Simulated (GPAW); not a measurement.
Wanted: an ASE script for a GPAW 26.7.0 run.

| Item | Value |
| --- | --- |
| Task | single point |
| Functional | PBEsol |
| Potentials or basis | PAW data sets generated in the run's folder for this functional |
| Cutoff | 600 eV |
| Basis | pw |
| k mesh | 10 × 10 × 3 |
| Occupations | fermi-dirac, width 0.05 eV |
| Spin | no spin polarisation |
| Ranks | 4 |
| Maxiter | 150 |

WS2 (Tungstenite):

```
CELL_PARAMETERS angstrom
3.18000 0.00000 0.00000
-1.59000 2.75396 0.00000
0.00000 0.00000 12.50000
ATOMIC_POSITIONS crystal
W 0.67041 0.33213 0.74851
W 0.35153 0.67611 0.24816
S 0.65055 0.32885 0.37056
S 0.33238 0.66576 0.86980
S 0.68359 0.34050 0.12215
S 0.35274 0.67578 0.62642
```

The cell isn't the ideal one: atoms moved at random, drawn with an rms of 0.05 Å.

The input as run:

run.py

```python
from ase import Atoms
from ase.dft.bandgap import bandgap
from ase.io import write
from ase.units import GPa
from ase.parallel import parprint
from gpaw import GPAW, PW, setup_paths

setup_paths.insert(0, '.')

atoms = Atoms(['W', 'W', 'S', 'S', 'S', 'S'],
              cell=[[3.18, 0.0, 0.0],
                    [-1.59, 2.753960784, 0.0],
                    [0.0, 0.0, 12.5]],
              scaled_positions=[[0.670413, 0.332132, 0.748511],
                                [0.351526, 0.676113, 0.248159],
                                [0.650548, 0.328846, 0.370564],
                                [0.332383, 0.665762, 0.869796],
                                [0.683593, 0.340496, 0.122155],
                                [0.352736, 0.675784, 0.626421]],
              pbc=True)

calc = GPAW(mode=PW(600),
            xc='PBEsol',
            kpts={'size': (10, 10, 3), 'gamma': True},
            occupations={'name': 'fermi-dirac', 'width': 0.05},
            nbands=46,
            convergence={'density': 1e-05, 'energy': 1e-05},
            maxiter=150,
            txt='gpaw.txt')
atoms.calc = calc
energy = atoms.get_potential_energy()
forces = atoms.get_forces()
stress = atoms.get_stress()
calc.write('gs.gpw')
write('result.traj', atoms)
parprint(f'Energy: {energy:.6f} eV')
parprint('Forces (eV/A):')
parprint(forces.round(4))
parprint('Stress (GPa):', (stress / GPa).round(3))
parprint('Fermi level:', round(calc.get_fermi_level(), 4), 'eV')
parprint(f'Gap: {bandgap(calc)[0]:.4f} eV, direct: {bandgap(calc, direct=True)[0]:.4f} eV')
```

Potentials or basis: PAW data sets generated in the run's folder for this functional, pw.

Run with:

```bash
$ gpaw-setup -f PBEsol S W
$ OMP_NUM_THREADS=1 mpirun -n 4 gpaw python run.py
```

It gave:

* Pressure: 0.2 GPa
* Largest force: 1.346 eV/Å
* Band gap on the k mesh: 1.06 eV, indirect (least direct gap 1.89 eV)

Caveat: spin-orbit coupling is left out, which moves the levels of the heavy elements; an odd mesh through Γ misses points on the zone boundary, where band edges often lie.

Run time: 4.5 min on 4 MPI ranks on Arm Neoverse N1, with other jobs on the host, peak memory 0.33 GiB a rank.
